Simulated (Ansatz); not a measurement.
Consider the substitution at a C–C bond: `CCC(C)CS` + `[OH][GaH2]` → `CC[O][GaH2]` + `CCCS`.

Computed with Ansatz on PBE0-D4/def2-TZVP structures; ΔE is electronic, products minus reactants. CBS: MP2 limit from def2 TZ/QZ plus the TZ coupled-cluster correction, frozen cores. DFT in def2-TZVPP. For Ga outer-core shells are correlated without core-valence functions, which leaves a few kJ/mol of doubt a bond. Scalar relativity is left out up to krypton. Each species was taken in one conformer, which may not be the lowest.

`CCC(C)CS`:

Z-matrix (Å, degrees):
```
C
C 1 1.519
H 1 1.093 2 112.3
H 1 1.094 2 110.9 3 120.5
H 1 1.092 2 111.0 3 -120.1
C 2 1.525 1 114.3 3 -62.9
H 2 1.098 1 109.8 3 59.3
H 2 1.094 1 109.2 3 175.6
C 6 1.525 2 111.6 1 -170.3
C 6 1.523 2 112.2 1 67.0
H 6 1.099 2 108.0 1 -52.2
S 9 1.812 6 115.8 2 64.0
H 9 1.092 6 110.7 2 -171.9
H 9 1.095 6 110.0 2 -54.2
H 10 1.095 6 110.7 2 61.2
H 10 1.093 6 111.3 2 -179.0
H 10 1.091 6 111.6 2 -58.8
H 12 1.343 9 96.6 6 66.3
```

`[OH][GaH2]`:

```xyz
5

O    -0.335    1.067    0.614
Ga    0.358   -0.363   -0.206
H    -1.294    1.091    0.616
H    -0.643   -1.398   -0.819
H     1.913   -0.396   -0.205
```

`CC[O][GaH2]`:

```xyz
11

C     1.205   -0.344   -0.340
C     0.611    0.780    0.479
O    -0.787    0.770    0.596
Ga   -2.016   -0.340   -0.055
H     2.293   -0.249   -0.371
H     0.964   -1.322    0.087
H     0.837   -0.326   -1.370
H     1.035    0.753    1.492
H     0.908    1.743    0.043
H    -1.603   -1.566   -0.929
H    -3.448    0.102    0.368
```

`CCCS`:

Z-matrix (Å, degrees):
```
C
C 1 1.517
H 1 1.094 2 111.2
H 1 1.092 2 111.2 3 -120.5
H 1 1.092 2 111.1 3 119.9
C 2 1.519 1 113.9 3 56.5
H 2 1.097 1 109.5 3 -64.0
H 2 1.094 1 109.9 3 179.1
S 6 1.814 2 115.3 1 66.1
H 6 1.092 2 110.3 1 -176.7
H 6 1.093 2 111.2 1 -58.3
H 9 1.342 6 97.6 2 -72.0
```

CCSD(T)/CBS gives +57.4 kJ/mol.

**Question.** Another level gave +56.1 kJ/mol. Which?
A. CCSD(T)/def2-TZVPP
B. PBE0-D4/def2-TZVPP
C. HF/def2-TZVPP
D. PBE/def2-TZVPP

**Answer.** A. CCSD(T)/def2-TZVPP 56.1, PBE 44.9, PBE0-D4 51.4, HF/def2-TZVPP 37.9 kJ/mol.

Largest T1 diagnostic among the species: 0.015.

From PBE to PBE0 (25 % exact exchange), in def2-TZVPP and without D4, ΔE moves by +3.5 kJ/mol. In def2-TZVPP, CCSD(T) changes the Hartree–Fock value by +18.1 kJ/mol (the triples alone add +1.7 kJ/mol) and MP2 by +26.4 kJ/mol. The D4 term adds +4.2 kJ/mol with B3LYP and +2.9 kJ/mol with PBE0; it sums over pairs of atoms, weighted by their polarisabilities, and B3LYP, whose exchange is more repulsive, gets the larger term.

B3LYP here is the variant with VWN-RPA as its local correlation; programs differ in this.

CCSD(T)/CBS has its own doubt, a few kJ/mol and more with outer-core shells, so smaller differences from it don't rank the levels.
